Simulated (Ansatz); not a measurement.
Here is an Ansatz 0.2.0 calculation.

input.yaml

```yaml
crystal:
  lattice:
    - [-1.6069, 1.6069, 3.91495]
    - [1.6069, -1.6069, 3.91495]
    - [1.6069, 1.6069, -3.91495]
  atoms:
    - { symbol: W, position: [0.0, 0.0, 0.0] }
    - { symbol: Si, position: [0.6653, 0.6653, 0.0] }
    - { symbol: Si, position: [0.3347, 0.3347, 0.0] }
hamiltonian:
  xc: pbe
  pseudopotentials: { kind: paw }
kpoints:
  mp_grid: { grid: [12, 12, 12] }
scf:
  occupations: { method: gaussian, width: 0.012 }
output:
  forces: true
  stress: true
  eigenvalues: true
```

Potentials or basis: Ansatz PAW.

Run with:

```sh
$ ansatz run input.yaml --threads 2 --pin off --max-ram 5632MiB --backend cpu --events-out ev --progress --plain --runs-dir out
```

(1) What does it give for the band gap on the k mesh?

(2) What does it give for the pressure?

Results:

(1) none (metal or under the smearing width).

(2) 3.3 GPa.
